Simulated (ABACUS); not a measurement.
Crystal: TiB2.

```
Ti B
1.0
     3.02920    0.00000    0.00000
    -1.51460    2.62336    0.00000
     0.00000    0.00000    3.22840
Ti B
1 2
Direct
  0.00000 0.00000 0.00000
  0.66667 0.33333 0.50000
  0.33333 0.66667 0.50000
```

| Property | Result |
| --- | --- |
| Program | ABACUS 3.10.1 |
| Task | single point |
| Functional | PBE |
| Potentials or basis | PseudoDojo NC SR 0.4.1 PBE standard |
| Cutoff | 1361 eV |
| Density cutoff | 5442 eV |
| Basis | DZP LCAO (the cutoffs set its grid) |
| k mesh | 10 × 10 × 8 |
| Occupations | fermi-dirac, width 0.05 eV |
| Spin | no spin polarisation |

On this cell: pressure 1.1 GPa; largest force under 0.003 eV/Å; band gap on the k mesh none (metal or under the smearing width).

The same run follows on a disturbed copy (atoms moved at random, drawn with an rms of 0.05 Å):

```
Ti B
1.0
     3.02920    0.00000    0.00000
    -1.51460    2.62336    0.00000
     0.00000    0.00000    3.22840
Ti B
1 2
Direct
  0.99663 0.98608 0.98473
  0.65640 0.31348 0.50274
  0.33149 0.66649 0.49409
```

**Question.** What does the disturbed cell give?

**Answer.** The energy (extrapolated to zero smearing) moves by +13.4 meV/atom; pressure 1.7 GPa; largest force 0.972 eV/Å; band gap on the k mesh none (metal or under the smearing width).

Forces in eV/Å, atoms in the order of the input:
```
Ti  -0.207  0.141  0.642
B    0.045  0.803 -0.474
B    0.162 -0.943 -0.168
```

Stress tensor (GPa, compression positive):
```
 0.90  0.06 -0.17
 0.06  3.73  0.09
-0.17  0.09  0.39
```

Caveats: the atomic orbitals were generated for these runs and aren't a published set; the basis of atomic orbitals isn't converged, which shifts pressures, moduli and gaps.
